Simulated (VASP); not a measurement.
BN, 2 atoms in the cell. The cell holds a slab with vacuum, 2 atoms: a = 2.509 Å, b = 2.509 Å, c = 18.000 Å, α = 90.00°, β = 90.00°, γ = 120.00°. 

```yaml
Program: VASP 6.6.1
Task: band structure
Functional: PBE
Dispersion: D3(BJ)
Potentials_or_basis: VASP PAW PBE potentials, release 64 (B, N)
Cutoff: 520 eV
k_mesh: 15 × 15 × 1
Occupations: gaussian, width 0.03 eV
Spin: no spin polarisation
Dipole_correction: yes
Further_INCAR_settings: ALGO = Fast; EDIFF = 1e-06; NBANDS = 11
```

Potentials or basis: VASP PAW PBE potentials, release 64 (B, N).

Command:

```sh
$ cat potpaw_PBE.64/B/POTCAR potpaw_PBE.64/N/POTCAR > POTCAR
$ mpirun -np 1 vasp_std > vasp.out
```

Hardware: 1 thread of Intel(R) Xeon(R) 6975P-C (Granite Rapids), on a shared host.

How long does it take, and how much memory?

Run time: 40 s on 1 thread of Intel(R) Xeon(R) 6975P-C (Granite Rapids) (shared host), peak memory 0.25 GiB. Counts: scf iterations 43, k points 27.
